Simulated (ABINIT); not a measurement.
BN:

```
N B
1.0
     0.00000    1.81300    1.81300
     1.81300    0.00000    1.81300
     1.81300    1.81300    0.00000
N B
1 1
Cartesian
  0.9065 0.9065 0.9065
  0.0000 0.0000 0.0000
```

The cell is a database's computed one.

Base run:

```yaml
Program: ABINIT 10.8.3 (patched build)
Functional: r2SCAN
Potentials_or_basis: JTH PAW PBE v2.0
Cutoff: 844 eV
k_mesh: 13 × 13 × 13
Occupations: fermi-dirac, width 0.05 eV
Spin: no spin polarisation
```

Its results: band gap on the k mesh 5.02 eV, indirect (least direct gap 9.46 eV); pressure -2.6 GPa.

Q: The run is repeated on the same cell with these changes: functional from r2SCAN to LDA. What comes out?

A: Band gap on the k mesh 4.41 eV, indirect (least direct gap 8.64 eV); pressure -13.6 GPa.

r2SCAN gives the wider gap, since meta-GGAs in the generalised Kohn-Sham scheme recover part of the derivative discontinuity.

Caveats: the PAW data sets were made with another functional, which shifts forces and pressure a little; an odd mesh through Γ misses points on the zone boundary, where band edges often lie.
